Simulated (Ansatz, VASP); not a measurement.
**Y in VASP and in Ansatz**

File INCAR:

```
ALGO     = Normal         # electronic algorithm
EDIFF    = 1E-6           # SCF threshold, eV
ENCUT    = 520            # plane-wave cutoff, eV
GGA      = PE             # functional
ISIF     = 2              # what is computed and relaxed
ISMEAR   = -1             # smearing method
LASPH    = True           # aspherical terms in the spheres
LCHARG   = False          # write CHGCAR
LREAL    = False          # projectors in reciprocal space
LWAVE    = False          # write WAVECAR
NBANDS   = 12             # bands
NELM     = 100            # most SCF steps
PREC     = Accurate       # precision mode
SIGMA    = 0.03           # smearing width, eV
```

File KPOINTS:

```
k-points
0
Gamma
  14 14 14
```

The input POSCAR:

```
Y
1.0
    0.0000000000      2.5096055606      2.5096055606
    2.5096055606      0.0000000000      2.5096055606
    2.5096055606      2.5096055606      0.0000000000
Y
1
Direct
    0.0000000000      0.0000000000      0.0000000000
```

Input for Ansatz:

```yaml
crystal:
  lattice:
    - [0.0, 2.5096055606, 2.5096055606]
    - [2.5096055606, 0.0, 2.5096055606]
    - [2.5096055606, 2.5096055606, 0.0]
  atoms:
    - { symbol: "Y", position: [0.0, 0.0, 0.0] }
kpoints:
  mp_grid: { grid: [14, 14, 14] }
scf:
  occupations: { method: fermi_dirac, width: 0.03 }
hamiltonian:
  xc: pbe
  pseudopotentials: { kind: all_electron, lapw: { basis_error: 0.001 } }
output:
  forces: true
  stress: true
  eigenvalues: true
```

Change from the starting cell: volume scaled by 1.03.

Alike in both runs: task single point; functional PBE; k mesh 14 × 14 × 14; occupations fermi-dirac, width 0.03 eV; no spin polarisation.

```csv
,VASP,Ansatz
version,VASP 6.6.1,Ansatz 0.2.0
potentials or method,"VASP PAW PBE potentials, release 64 (Y_sv)","all-electron LAPW, scalar-relativistic"
plane-wave cutoff (eV),520,see its input
```

```csv
,VASP,Ansatz,Ansatz less VASP
pressure (GPa),0.9,1.1,+0.13
```

Ansatz ran all-electron here, so the differences hold the error of VASP's frozen core and of both bases.
